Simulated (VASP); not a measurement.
# GaP (F-43m) in VASP: notebook

Runs on GaP. Level: HSE06. Tasks: single point.

Everything below comes from runs of VASP 6.6.1. Logs are shortened: lines on timing, memory, paths and dates and some standing lists are left out, and cuts for length are marked.

### Step 1. The crystal as given

Symmetry: F-43m, No. 216, cubic system. Conventional cell: a = 5.451 Å, b = 5.451 Å, c = 5.451 Å, α = 90.00°, β = 90.00°, γ = 90.00°. Ga (site symmetry -43m) has 4 P at 2.36 Å as nearest neighbours. Around P (site symmetry -43m) lie 4 Ga at 2.36 Å.

### Step 2. Single point, HSE06

POSCAR reads:

```
GaP
1.0
    0.0000000000      2.7252500000      2.7252500000
    2.7252500000      0.0000000000      2.7252500000
    2.7252500000      2.7252500000      0.0000000000
Ga P
1 1
Direct
    0.0000000000      0.0000000000      0.0000000000
    0.7500000000      0.7500000000      0.7500000000
```

INCAR.step1 reads:

```
PREC     = Accurate       # precision mode
ENCUT    = 300            # plane-wave cutoff, eV
EDIFF    = 1E-5           # SCF threshold, eV
ISMEAR   = 0              # smearing method
SIGMA    = 0.01           # smearing width, eV
LREAL    = False          # projectors in reciprocal space
LASPH    = True           # aspherical terms in the spheres
NELM     = 100            # most SCF steps
ALGO     = Normal         # electronic algorithm
ISIF     = 2              # what is computed and relaxed
LWAVE    = True           # write WAVECAR
LCHARG   = False          # write CHGCAR
NKRED    = 1            
NBANDS   = 17             # bands
GGA      = PE             # functional
```

INCAR.step2 reads:

```
PREC     = Accurate       # precision mode
ENCUT    = 300            # plane-wave cutoff, eV
EDIFF    = 1E-6           # SCF threshold, eV
ISMEAR   = 0              # smearing method
SIGMA    = 0.01           # smearing width, eV
LREAL    = False          # projectors in reciprocal space
LASPH    = True           # aspherical terms in the spheres
NELM     = 100            # most SCF steps
ALGO     = Normal         # electronic algorithm
ISIF     = 2              # what is computed and relaxed
LWAVE    = False          # write WAVECAR
LCHARG   = False          # write CHGCAR
GGA      = PE             # functional
LHFCALC  = True           # exact exchange
HFSCREEN = 0.2            # screening, 1/A
PRECFOCK = Fast         
NKRED    = 1            
NBANDS   = 17             # bands
ISTART   = 1
```

KPOINTS reads:

```
regular mesh
0
Gamma
  3 3 3
```

Potentials or basis: VASP PAW PBE potentials, release 64 (Ga_d, P).

Started as:

```
$ cat potpaw_PBE.64/Ga_d/POTCAR potpaw_PBE.64/P/POTCAR > POTCAR
$ cp INCAR.step1 INCAR
$ mpirun -np 1 vasp_std > vasp.out
$ cp INCAR.step2 INCAR
$ mpirun -np 1 vasp_std > vasp.out
```

OUTCAR:

```text
PREC = Accurate
   ENCUT = 300
   EDIFF = 1E-6
   ISMEAR = 0
   LREAL = False
   LASPH = True
   NELM = 100
   ISIF = 2
   GGA = PE
   LHFCALC = True
   HFSCREEN = 0.2
   PRECFOCK = Fast
   NKRED = 1
   ISTART = 1

 Found      4 irreducible k-points:

 Following reciprocal coordinates:
            Coordinates               Weight
  0.000000  0.000000  0.000000      1.000000
  0.333333  0.000000  0.000000      8.000000
  0.333333  0.333333  0.000000      6.000000
 -0.333333  0.333333  0.000000     12.000000
   k-points           NKPTS =      4   k-points in BZ     NKDIM =     27   number of bands    NBANDS=     17
   number of dos      NEDOS =    301   number of ions     NIONS =      2
   total plane-waves  NPLWV =  13824
   dimension x,y,z NGX =    24 NGY =   24 NGZ =   24
   dimension x,y,z NGXF=    48 NGYF=   48 NGZF=   48
   ions per type =               1   1
   NGX,Y,Z   is equivalent  to a cutoff of  10.35, 10.35, 10.35 a.u.
   NGXF,Y,Z  is equivalent  to a cutoff of  20.70, 20.70, 20.70 a.u.
 SYSTEM =  unknown system
   PREC   = accura    normal or accurate (medium, high low for compatibility)
   ISTART =      1    job   : 0-new  1-cont  2-samecut
   ICHARG =      0    charge: 1-file 2-atom 10-const
   ISPIN  =      1    spin polarized calculation?
   LNONCOLLINEAR =      F non collinear calculations
   LSORBIT =      F    spin-orbit coupling
   LASPH  =      T    aspherical Exc in radial PAW
   ENCUT  =  300.0 eV  22.05 Ry    4.70 a.u.   5.44  5.44  5.44*2*pi/ulx,y,z
   NELM   =    100;   NELMIN=  2; NELMDL=  0     # of ELM steps
   EDIFF  = 0.1E-05   stopping-criterion for ELM
   LREAL  =      F    real-space projection
   EDIFFG = 0.1E-04   stopping-criterion for IOM
   NSW    =      0    number of steps for IOM
   IBRION =     -1    ionic relax: 0-MD 1-quasi-New 2-CG
   NFREE  =      0    steps in history (QN), initial steepest desc. (CG)
   ISIF   =      2    stress and relaxation
   ISYM   =      3    0-nonsym 1-usesym 2-fastsym
   POTIM  = 0.5000    time-step for ionic-motion
   TEBEG  =    0.0;   TEEND  =   0.0 temperature during run
   PSTRESS=    0.0 pullay stress
   NELECT =      18.0000    total number of electrons
   NUPDOWN=      -1.0000    fix difference up-down
   EMIN   =  10.00;   EMAX   =-10.00  energy-range for DOS
   EFERMI =   0.00;   METHOD = LEGACY
   ISMEAR =     0;   SIGMA  =   0.01  broadening in eV -4-tet -1-fermi 0-gaus
   EFERMI_NEDOS =   21; number of points for ismear=-14 and -15
   IALGO  =     38    algorithm
   IMIX   =      1    mixing-type and parameters
     AMIX     =   0.40;   BMIX     =  1.00
     AMIX_MAG =   1.60;   BMIX_MAG =  1.00
  volume/ion in A,a.u.               =      20.24       136.59
  Fermi-wavevector in a.u.,A,eV,Ry     =   1.249538  2.361284 21.243377  1.561344
  Thomas-Fermi vector in A             =   2.383574
   LORBIT       =      0    0 simple, 1 ext, 2 COOP (PROOUT), +10 PAW based schemes
   GGA     = PE    functional components
   LHFCALC =     T    Hartree Fock is set to
   PRECFOCK=fast      Normal, Fast or Accurate (Low or Medium for compatibility)
   ENCUT4O =  -1.0   cutoff for four orbital integrals eV
   NKREDX  =     1    reduce k-point grid by
   NKREDY  =     1    reduce k-point grid by
   NKREDZ  =     1    reduce k-point grid by
   AEXX    =    0.2500 exact exchange contribution
   HFSCREEN=    0.2000 screening length (either q_TF or 0.3 A-1)
   HFSCREENC=   0.2000 screening length for correlation (either q_TF or 0.3 A-1)
   ENCUTFOCK=  -1.0 apply spherical cutoff to Coloumb kernel
   IVDW    =     0    specifies the selected vdW correction
   LEPSILON=     F    determine dielectric tensor
   LRPA    =     F    only Hartree local field effects (RPA)
 non-spin polarized calculation
 Gauss-broadening in eV      SIGMA  =   0.01
  energy-cutoff  :      300.00
  volume of cell :       40.48
 maximum number of plane-waves:       531
 NGX is ok and might be reduce to    24
  NGX = 14; NGY = 14; NGZ = 14

 number of electron      17.9999982 magnetization

 Free energy of the ion-electron system (eV)
  ---------------------------------------------------
  ext. energy  EPLUGINS =         0.00000000
  ---------------------------------------------------
  free energy    TOTEN  =       -10.36569288 eV

  energy without entropy =      -10.36569288  energy(sigma->0) =      -10.36569288

 E-fermi :   4.3001     XC(G=0):  -8.0940

 val. band max:        4.2427175718   @ k =   0.0000   0.0000   0.0000
 cond. band min:       6.7940141213   @ k =   0.3333   0.3333   0.0000
 fundamental gap:      2.5512965495
 Fermi energy:         4.3001251560

 k-point     1 :       0.0000    0.0000    0.0000
  band No.  band energies     occupation
      1     -12.8389      2.00000
      2     -12.8389      2.00000
      3     -12.8389      2.00000
      4     -12.7377      2.00000
      5     -12.7377      2.00000
      6      -9.4765      2.00000
[... 9 lines left out ...]
     16      15.1913      0.00000
     17      17.8211      0.00000

 k-point     2 :       0.3333    0.0000    0.0000
  band No.  band energies     occupation
      1     -12.8802      2.00000
      2     -12.8198      2.00000
      3     -12.8198      2.00000
      4     -12.7351      2.00000
      5     -12.7351      2.00000
      6      -8.0694      2.00000
[... 9 lines left out ...]
     16      15.0548      0.00000
     17      20.4731      0.00000

 k-point     3 :       0.3333    0.3333    0.0000
  band No.  band energies     occupation
      1     -12.9090      2.00000
      2     -12.7950      2.00000
      3     -12.7950      2.00000
      4     -12.7595      2.00000
      5     -12.7235      2.00000
      6      -7.5586      2.00000
[... 9 lines left out ...]
     16      20.0543      0.00000
     17      21.3006      0.00000

 k-point     4 :      -0.3333    0.3333    0.0000
  band No.  band energies     occupation
      1     -12.9053      2.00000
      2     -12.8025      2.00000
      3     -12.7938      2.00000
      4     -12.7476      2.00000
      5     -12.7317      2.00000
      6      -6.5157      2.00000
[... 9 lines left out ...]
     16      20.6406      0.00000
     17      21.4462      0.00000

------------------------ aborting loop because EDIFF is reached ----------------------------------------

  FORCE on cell =-STRESS in cart. coord.  units (eV):
  Direction    XX          YY          ZZ          XY          YZ          ZX
  --------------------------------------------------------------------------------------
  -------------------------------------------------------------------------------------
  Total        0.4833160      0.4833160      0.4833160      0.0000000     -0.0000000      0.0000000
  in kB       19.1290214     19.1290214     19.1290214      0.0000000     -0.0000000      0.0000000
  external PRESSURE =      19.1290214 kB  Pullay stress =       0.0000000 kB

 VOLUME and BASIS-vectors are now :
 -----------------------------------------------------------------------------
  energy-cutoff  :      300.00
  volume of cell :       40.48
      direct lattice vectors                 reciprocal lattice vectors
     0.000000000  2.725250000  2.725250000    -0.183469406  0.183469406  0.183469406
     2.725250000  0.000000000  2.725250000     0.183469406 -0.183469406  0.183469406
     2.725250000  2.725250000  0.000000000     0.183469406  0.183469406 -0.183469406

 POSITION                                       TOTAL-FORCE (eV/Angst)
 -----------------------------------------------------------------------------------
      0.00000      0.00000      0.00000         0.000000      0.000000      0.000000
      4.08788      4.08788      4.08788        -0.000000     -0.000000     -0.000000
 -----------------------------------------------------------------------------------
    total drift:                               -0.000087     -0.000087     -0.000044

  FREE ENERGIE OF THE ION-ELECTRON SYSTEM (eV)
  ---------------------------------------------------
  free  energy   TOTEN  =       -10.3656928788 eV

  energy  without entropy=      -10.3656928788  energy(sigma->0) =      -10.36569288
```

Wall time 30 s (1 thread of Intel Xeon Platinum 8259CL at 2.50GHz (Skylake/Cascade Lake), shared host); peak memory 0.23 GiB.

These settings aren't checked as converged: the numbers below hold their error.

What came out:

```
Free energy            : -10.3657 eV
Band gap on the k mesh : 2.55 eV, indirect (least direct gap 2.95 eV)
```

Caveat: the k mesh is coarse (spacing up to 0.67 Å⁻¹), so the values aren't converged, least of all with exact exchange; the cutoff is under 1.25 times the usual one of these potentials, so pressure, stress and relaxed cells hold a basis-set (Pulay) error; the PAW data sets were made with another functional, which shifts forces and pressure a little; an odd mesh through Γ misses points on the zone boundary, where band edges often lie.

### Step 3. Single point, HSE06

POSCAR is that of step 2.

INCAR.step1: that of step 2 with these lines changed.

```diff
@@ -1,3 +1,3 @@
 PREC     = Accurate       # precision mode
-ENCUT    = 300            # plane-wave cutoff, eV
+ENCUT    = 400            # plane-wave cutoff, eV
 EDIFF    = 1E-5           # SCF threshold, eV
```

INCAR.step2: that of step 2 with these lines changed.

```diff
@@ -1,3 +1,3 @@
 PREC     = Accurate       # precision mode
-ENCUT    = 300            # plane-wave cutoff, eV
+ENCUT    = 400            # plane-wave cutoff, eV
 EDIFF    = 1E-6           # SCF threshold, eV
```

KPOINTS is that of step 2.

Potentials or basis: VASP PAW PBE potentials, release 64 (Ga_d, P).

Started as:

```
$ cat potpaw_PBE.64/Ga_d/POTCAR potpaw_PBE.64/P/POTCAR > POTCAR
$ cp INCAR.step1 INCAR
$ mpirun -np 1 vasp_std > vasp.out
$ cp INCAR.step2 INCAR
$ mpirun -np 1 vasp_std > vasp.out
```

Wall time 33 s (1 thread of Intel Xeon Platinum 8259CL at 2.50GHz (Skylake/Cascade Lake), shared host); peak memory 0.25 GiB.

The run converged, but some of its settings lie outside the range that counts as converged, so its numbers aren't taken as properties of the crystal.

What came out:

| Quantity | Value |
| --- | --- |
| Free energy | -10.3672 eV |
| Pressure | 1.8 GPa |
| Band gap on the k mesh | 2.55 eV, indirect (least direct gap 2.95 eV) |

Caveat: the k mesh is coarse (spacing up to 0.67 Å⁻¹), so the values aren't converged, least of all with exact exchange; the PAW data sets were made with another functional, which shifts forces and pressure a little; an odd mesh through Γ misses points on the zone boundary, where band edges often lie.

### Step 4. Single point, HSE06

POSCAR is that of step 3.

INCAR.step1: that of step 3 with these lines changed.

```diff
@@ -1,3 +1,3 @@
 PREC     = Accurate       # precision mode
-ENCUT    = 400            # plane-wave cutoff, eV
+ENCUT    = 350            # plane-wave cutoff, eV
 EDIFF    = 1E-5           # SCF threshold, eV
```

INCAR.step2: that of step 3 with these lines changed.

```diff
@@ -1,3 +1,3 @@
 PREC     = Accurate       # precision mode
-ENCUT    = 400            # plane-wave cutoff, eV
+ENCUT    = 350            # plane-wave cutoff, eV
 EDIFF    = 1E-6           # SCF threshold, eV
```

KPOINTS reads:

```
regular mesh
0
Gamma
  4 4 4
```

Started as:

```
$ cat potpaw_PBE.64/Ga_d/POTCAR potpaw_PBE.64/P/POTCAR > POTCAR
$ cp INCAR.step1 INCAR
$ mpirun -np 1 vasp_std > vasp.out
$ cp INCAR.step2 INCAR
$ mpirun -np 1 vasp_std > vasp.out
```

Wall time 90 s (1 thread of Intel Xeon Platinum 8259CL at 2.50GHz (Skylake/Cascade Lake), shared host); peak memory 0.24 GiB.

The run converged, but some of its settings lie outside the range that counts as converged, so its numbers aren't taken as properties of the crystal.

Results:

* Free energy: -10.6939 eV
* Pressure: 0.8 GPa
* Band gap on the k mesh: 2.33 eV, indirect (least direct gap 2.86 eV)

Caveat: the k mesh is coarse (spacing up to 0.50 Å⁻¹), so the values aren't converged, least of all with exact exchange; the cutoff is under 1.25 times the usual one of these potentials, so pressure, stress and relaxed cells hold a basis-set (Pulay) error; the PAW data sets were made with another functional, which shifts forces and pressure a little.

### Step 5. Single point, HSE06

POSCAR is that of step 4.

INCAR.step1 is that of step 4.

INCAR.step2: that of step 4 with these lines changed.

```diff
@@ -15,3 +15,3 @@
 HFSCREEN = 0.2            # screening, 1/A
-PRECFOCK = Fast         
+PRECFOCK = Medium       
 NKRED    = 1
```

KPOINTS is that of step 4.

Started as:

```
$ cat potpaw_PBE.64/Ga_d/POTCAR potpaw_PBE.64/P/POTCAR > POTCAR
$ cp INCAR.step1 INCAR
$ mpirun -np 1 vasp_std > vasp.out
$ cp INCAR.step2 INCAR
$ mpirun -np 1 vasp_std > vasp.out
```

Run time: 5 min. Hardware: 1 thread of Intel Xeon Platinum 8259CL at 2.50GHz (Skylake/Cascade Lake), shared host; peak memory 0.24 GiB.

The run converged, but some of its settings lie outside the range that counts as converged, so its numbers aren't taken as properties of the crystal.

What came out:

- Free energy: -10.6933 eV
- Pressure: 0.7 GPa
- Band gap on the k mesh: 2.33 eV, indirect (least direct gap 2.86 eV)

Caveat: the k mesh is coarse (spacing up to 0.50 Å⁻¹), so the values aren't converged, least of all with exact exchange; the cutoff is under 1.25 times the usual one of these potentials, so pressure, stress and relaxed cells hold a basis-set (Pulay) error; the PAW data sets were made with another functional, which shifts forces and pressure a little.

### Step 6. The reference run

An earlier run on the cell as given: functional PBE; potentials or basis VASP PAW PBE potentials, release 64 (Ga_d, P); cutoff 520 eV; k mesh 8 × 8 × 8; occupations fermi-dirac, width 0.05 eV; no spin polarisation.

* Pressure: 2.5 GPa
* Band gap on the k mesh: 1.64 eV, indirect (least direct gap 1.83 eV)
